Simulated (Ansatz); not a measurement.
Stackings of close-packed layers of SrO (tetrahedral net, letters for double layers), each relaxed to a stress under 0.05 GPa; h and k mark layers whose two neighbours have the same or different letters; energies count from the stacking AB (P6_3/mmc).

Level of theory: DFT PBEsol, scalar-relativistic, plane waves, PAW in Ansatz.

Settings: cutoff 420 eV, Γ-centred mesh 9×9×2 on the computed 14-atom cell, Gaussian smearing of 0.02 eV; no spin polarisation.

Start (ABABCAB (hhhkkkh)):

```yaml
crystal:
  lattice:
    - [4.23540, 0.00000, 0.00000]
    - [-2.11770, 3.66797, 0.00000]
    - [0.00000, 0.00000, 17.88350]
  atoms:
    - { symbol: Sr, position: [0.00000, 0.00000, 0.00000] }
    - { symbol: O, position: [0.00000, 0.00000, 0.10714] }
    - { symbol: Sr, position: [0.33333, 0.66667, 0.14286] }
    - { symbol: O, position: [0.33333, 0.66667, 0.25000] }
    - { symbol: Sr, position: [0.00000, 0.00000, 0.28571] }
    - { symbol: O, position: [0.00000, 0.00000, 0.39286] }
    - { symbol: Sr, position: [0.33333, 0.66667, 0.42857] }
    - { symbol: O, position: [0.33333, 0.66667, 0.53571] }
    - { symbol: Sr, position: [0.66667, 0.33333, 0.57143] }
    - { symbol: O, position: [0.66667, 0.33333, 0.67857] }
    - { symbol: Sr, position: [0.00000, 0.00000, 0.71429] }
    - { symbol: O, position: [0.00000, 0.00000, 0.82143] }
    - { symbol: Sr, position: [0.33333, 0.66667, 0.85714] }
    - { symbol: O, position: [0.33333, 0.66667, 0.96429] }
```

**Question.** What does the relaxation give?

**Answer.** The free energy falls by 531 meV/atom. It ends far from its start (an atom moved by over half a bond, or the period changed much).

| Property | Result |
| --- | --- |
| excess energy (meV/atom) | 87.0 |
| spacing of like layers (Å) | 3.085 |
| a (Å) | 3.981 |
| gap on the mesh (eV) | 2.42 |

Relaxed structure:
```yaml
crystal:
  lattice:
    - [3.98065, 0.00000, 0.00000]
    - [-1.99032, 3.44734, 0.00000]
    - [0.00000, 0.00000, 21.59388]
  atoms:
    - { symbol: Sr, position: [0.00000, 0.00000, 0.99905] }
    - { symbol: O, position: [0.00000, 0.00000, 0.10950] }
    - { symbol: Sr, position: [0.33333, 0.66667, 0.14015] }
    - { symbol: O, position: [0.33333, 0.66667, 0.25059] }
    - { symbol: Sr, position: [0.00000, 0.00000, 0.28129] }
    - { symbol: O, position: [0.00000, 0.00000, 0.39177] }
    - { symbol: Sr, position: [0.33333, 0.66667, 0.42398] }
    - { symbol: O, position: [0.33333, 0.66667, 0.53598] }
    - { symbol: Sr, position: [0.66667, 0.33333, 0.56927] }
    - { symbol: O, position: [0.66667, 0.33333, 0.68120] }
    - { symbol: Sr, position: [0.00000, 0.00000, 0.71444] }
    - { symbol: O, position: [0.00000, 0.00000, 0.82634] }
    - { symbol: Sr, position: [0.33333, 0.66667, 0.85802] }
    - { symbol: O, position: [0.33333, 0.66667, 0.96843] }
```

An odd mesh misses points on the zone edge, so a gap read on it can be too wide.

It took 12 min on 1 thread of AMD EPYC 9R45 96-Core Processor (Zen 5) (shared host), peak memory 0.83 GiB.

The reference crystal is a form of SrO, which isn't its usual structure.